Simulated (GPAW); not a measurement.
## HfN in GPAW: convergence with convergence criteria

The system is HfN.

```xyz
2
Lattice="2.8250 0.0000 0.0000 0.0000 2.8250 0.0000 0.0000 0.0000 2.8250" Properties=species:S:1:pos:R:3 pbc="T T T"
Hf    1.4125    1.4125    1.4125
N     0.0000    0.0000    0.0000
```

The cell was built by a generator and needn't be a form met in nature.

```yaml
Program: GPAW 26.7.0
Task: convergence study
Functional: PBE
Potentials_or_basis: GPAW PAW data sets (gpaw-data 1.2.1)
Cutoff: 800 eV
Basis: pw
k_mesh: 9 × 9 × 9
Occupations: fermi-dirac, width 0.05 eV
Spin: no spin polarisation
```

These are the settings of the first run; the series varies convergence criteria, with any setting tied to it.

Hardware: 1 thread of Arm Neoverse N1, on a shared host.

| convergence criteria | energy less the tightest run, at zero smearing (meV/atom) | SCF cycles | CPU time (s) | peak memory (GiB) |
| --- | --- | --- | --- | --- |
| density=0.001 energy=0.01 eigenstates=0.0001 | 0.00 | 8 | 18 | 0.15 |
| default | 0.00 | 9 | 21 | 0.15 |
| density=1e-05 energy=1e-05 | 0.00 | 10 | 22 | 0.15 |
| density=1e-05 forces=0.0001 | 0.00 | 11 | 22 | 0.15 |
| density=1e-06 energy=1e-06 eigenstates=1e-10 | 0.00 | 12 | 25 | 0.15 |

Against the tightest run, the energy stays within 1 meV/atom from density=0.001 energy=0.01 eigenstates=0.0001 on. The tightest run that finished is the yardstick and may itself not be fully converged.

The run has no spin-orbit coupling, so splittings on Hf are missing.
